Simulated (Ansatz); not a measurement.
**Band edges of ZnF2 (P4_2/mnm)**

```
CELL_PARAMETERS angstrom
4.63059 0.00000 0.00000
0.00000 4.63059 0.00000
0.00000 0.00000 3.08808
ATOMIC_POSITIONS crystal
Zn 0.00000 0.00000 0.00000
Zn 0.50000 0.50000 0.50000
F 0.30327 0.30327 0.00000
F 0.19673 0.80327 0.50000
F 0.69673 0.69673 0.00000
F 0.80327 0.19673 0.50000
```

Conventional cell: a = 4.631 Å, b = 4.631 Å, c = 3.088 Å, α = 90.00°, β = 90.00°, γ = 90.00°. Around Zn (atom 1) lie 6 F at 1.99 to 2.01 Å. F (atom 3) has 3 Zn at 1.99 to 2.01 Å as nearest neighbours.

Unless marked otherwise, the numbers come from LDA, all-electron LAPW in Ansatz 0.2.0, scalar-relativistic. k mesh 4×4×6, fixed occupations, basis error target 1 meV/atom. The cell was relaxed by PAW under this functional, which moved its volume by -5 % from the database entry's.

Extrema are searched on a 6×6×10 mesh and refined by Newton steps; masses come from band slopes 0.005 Å⁻¹ away, 1/m* = (1/ħ²) d²E/dk², negative for holes (the finite step makes the lightest masses up to about 3 % heavy). k is in units of the reciprocal vectors.

**Question.** Where are the band edges, and is the gap direct?

**Answer.** The valence maximum lies at Gamma (0.000, 0.000, 0.000) and the conduction minimum at Gamma (0.000, 0.000, 0.000), so the Kohn-Sham gap of 3.466 eV is direct. A further valence extremum at R (0.000, -0.500, -0.500) lies 0.068 eV from the edge (2 equivalent points).

**Question.** What are the electron masses at the edge?

**Answer.** The principal masses are 0.402, 0.439, 0.439 mₑ. One valley has a density-of-states mass (m₁m₂m₃)^(1/3) = 0.427; the direction-averaged conductivity mass 3/Σ(1/mᵢ) is 0.426 mₑ.

**Question.** What are the hole masses at the edge?

**Answer.** The principal masses are 1.96, 3.45, 3.45 mₑ. One valley has a density-of-states mass (m₁m₂m₃)^(1/3) = 2.85; the direction-averaged conductivity mass 3/Σ(1/mᵢ) is 2.75 mₑ.

**Question.** Along the Cartesian direction y the conduction slope is 0.0867 eV·Å one step out. What is it four steps out, and what does that say?

**Answer.** 0.3464 eV·Å, 3.996 times the first; a parabola would give 4, so the band is nearly parabolic here.

**Question.** What electronic dielectric constant and refractive index follow from the same bands (independent particles)?

**Answer.** ε∞ = (2.56, 2.56, 2.66), so n ≈ √ε∞ = 1.61 (mean over directions) well under the gap and the normal reflectivity is ((n − 1)/(n + 1))² = 0.055. Local fields, left out here, lower ε∞ by several per cent.

**Question.** What gap does PAW give in the same cell?

**Answer.** 3.454 eV, -12 meV from the LAPW value.

Keep in mind: semilocal gaps are low, and what follows the gap (onsets, screening, light masses) shifts with it; without spin-orbit coupling, bands that meet at the valence top are not the light and heavy holes of experiment; the frozen-core PAW files of the compared runs were fitted under PBE, their cores solved anew for this functional.
